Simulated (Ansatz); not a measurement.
This Ansatz 0.2.0 run on ZrB2 needs a look.

input.yaml

```yaml
crystal:
  lattice:
    - [3.0377601894, 0.0, 0.0]
    - [-1.5188800947, 2.6307774946, 0.0]
    - [0.0, 0.0, 3.385617271]
  atoms:
    - { symbol: Zr, position: [0.0, 0.0, 0.0] }
    - { symbol: B, position: [0.6666666667, 0.3333333333, 0.5] }
    - { symbol: B, position: [0.3333333333, 0.6666666667, 0.5] }
hamiltonian:
  xc: pbe
  pseudopotentials: { kind: nc_fr, accuracy: standard }
  DISPERSION: d4
magnetization:
  noncollinear: true
  spin_orbit: true
kpoints:
  mp_grid: { grid: [10, 10, 8] }
  band_path:
    path:
      - [[0.0, 0.0, 0.0], [0.5, 0.0, 0.0], [0.3333333333, 0.3333333333, 0.0], [0.0, 0.0, 0.0], [0.0, 0.0, 0.5], [0.5, 0.0, 0.5], [0.3333333333, 0.3333333333, 0.5], [0.0, 0.0, 0.5]]
      - [[0.5, 0.0, 0.5], [0.5, 0.0, 0.0]]
      - [[0.3333333333, 0.3333333333, 0.0], [0.3333333333, 0.3333333333, 0.5]]
    npoints: 14
scf:
  occupations: { method: methfessel_paxton, width: 0.1 }
  n_extra_bands: 7
  max_iter: 75
output:
  forces: true
  stress: true
  eigenvalues: true
  fatbands: false
```

Potentials or basis: PseudoDojo standard.

Run with:

```console
$ ansatz run input.yaml --threads 2 --pin off --max-ram 5120MiB --backend cpu --events-out ev --progress --plain --runs-dir out
```

Output:

```text
Error: YAML parse error: error: line 13 column 3: unknown field `DISPERSION`, expected one of xc, dispersion, noncollinear_xc, pseudopotentials, hubbard, deformation_potential_offset, integrals
  --> <input>:13:3
   |
11 |   xc: pbe
12 |   pseudopotentials: { kind: nc_fr, accuracy: standard }
13 |   DISPERSION: d4
   |   ^ unknown field `DISPERSION`, expected one of xc, dispersion, noncollinear_xc, pseudopotentials, hubbard, deformation_potential_offset, integrals
14 | magnetization:
15 |   noncollinear: true
   |
```

How did it end, and where is the flaw?

The input was rejected before any iteration. The input holds a flaw that was put in on purpose: a misspelt key (hamiltonian.dispersion = DISPERSION).
